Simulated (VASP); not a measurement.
Wanted: the native input for a VASP 6.6.1 run.

| Item | Value |
| --- | --- |
| Task | single point |
| Functional | PBEsol |
| Potentials or basis | VASP PAW PBE potentials, release 64 (W_sv, S) |
| Cutoff | 350 eV |
| k mesh | 3 × 3 × 2 |
| Occupations | gaussian, width 0.03 eV |
| Spin | collinear spin, ferromagnetic start |
| Starting moments | [0.0, 0.0, 0.0, 0.0, 0.0, 0.0, 0.0, 0.0, 0.0, 0.0, 0.0, 0.33, 0.33, 0.33, 0.0, 0.0, 0.0, 0.0, 0.0, 0.33, 0.33, 0.33, 0.0] μB |
| Dq | 0 |
| Further INCAR settings | LREAL = Auto; ALGO = Normal; EDIFF = 1e-05; ISYM = 0 |

The structure of W7S16 (a cell with a defect) lies in POSCAR:

```
W7S16                                   
1.0
    6.3064000000      0.0000000000      0.0000000000
   -3.1532000000      5.4615026064      0.0000000000
    0.0000000000      0.0000000000     12.3230000000
  W               S             
     7    16
Direct
     0.1771506134025024    0.8409721136414573    0.2502738557605926
     0.6600889549025040    0.3249395531950378    0.2497920519662818
     0.6608804553168719    0.8409238851361396    0.2505857771280570
     0.3337860276816839    0.1669226493161504    0.7501748566498880
     0.3337040406137868    0.6669051481322475    0.7502554827349326
     0.8338013837364395    0.1669189707087598    0.7501817329051209
     0.8336957549110013    0.6669147962461223    0.7502478524203655
     0.1671394975741160    0.3336980953088542    0.6233829077430999
     0.1670894144387585    0.8335658074901414    0.6232726549598593
     0.6671200945495419    0.3335311366659430    0.6232681530904689
     0.6669566334938563    0.8334706438750920    0.6232404764682387
     0.3306369951306403    0.1720419940258068    0.1257402692338762
     0.3363834546721210    0.6759667711245670    0.1224762715625558
     0.8334429050742788    0.1707436642345659    0.1249104832045659
     0.8333654411781360    0.6697742184694874    0.1270119851808412
     0.1670329206751053    0.3335228446248995    0.8770858235189122
     0.1671397544556909    0.8337423646125665    0.8772155126758974
     0.6671287877075623    0.3335674597071047    0.8772576959265066
     0.6670954745815001    0.8337072285124355    0.8771922471917962
     0.3337121059015805    0.1660321957700346    0.3771072633006525
     0.3300270727145486    0.6625620635178840    0.3740903423899515
     0.8306185797432241    0.1671760712780540    0.3763211221318825
     0.8331156375445402    0.6684903244066546    0.3735081818556499
```

The input as run:

INCAR

```
  PREC = Accurate
  ENCUT = 350
  EDIFF = 1E-5
  ISMEAR = 0
  SIGMA = 0.03
  LREAL = Auto
  LASPH = T
  NELM = 120
  ALGO = Normal
  ISIF = 2
  LWAVE = F
  LCHARG = F
  ISPIN = 2
  MAGMOM = 0 0 0 0 0 0 0 0 0 0 0 0.33 0.33 0.33 0 0 0 0 0 0.33 0.33 0.33 0
  LORBIT = 11
  LMAXMIX = 4
  GGA = PS
  ISYM = 0
  KPAR = 4
```

KPOINTS

```
Automatic mesh
0
Gamma
  3 3 2
```

Potentials or basis: VASP PAW PBE potentials, release 64 (W_sv, S).

Command:

```console
$ cat potpaw_PBE.64/W_sv/POTCAR potpaw_PBE.64/S/POTCAR > POTCAR
$ mpirun -np 4 vasp_std > vasp.out
```

It gave:

```
Pressure                                              : -0.3 GPa
Largest force                                         : 0.271 eV/Å
Band gap on the k mesh                                : none (metal or under the smearing width)
Net moment                                            : -0.10 μB per cell
Site moments                                          : W +0.05, -0.00; S +0.00, -0.00, -0.04, -0.03 μB
Valence electrons inside the program's atomic spheres : W 12.05, 12.08; S 3.70, 3.65, 3.69, 3.68
```

Caveat: the k mesh is coarse (spacing up to 0.38 Å⁻¹), so the values aren't converged; the PAW data sets were made with another functional, which shifts forces and pressure a little.

Run time: 14 min on 4 MPI ranks on Intel(R) Xeon(R) Platinum 8559C (Emerald Rapids) (shared host), peak memory 0.65 GiB a rank.
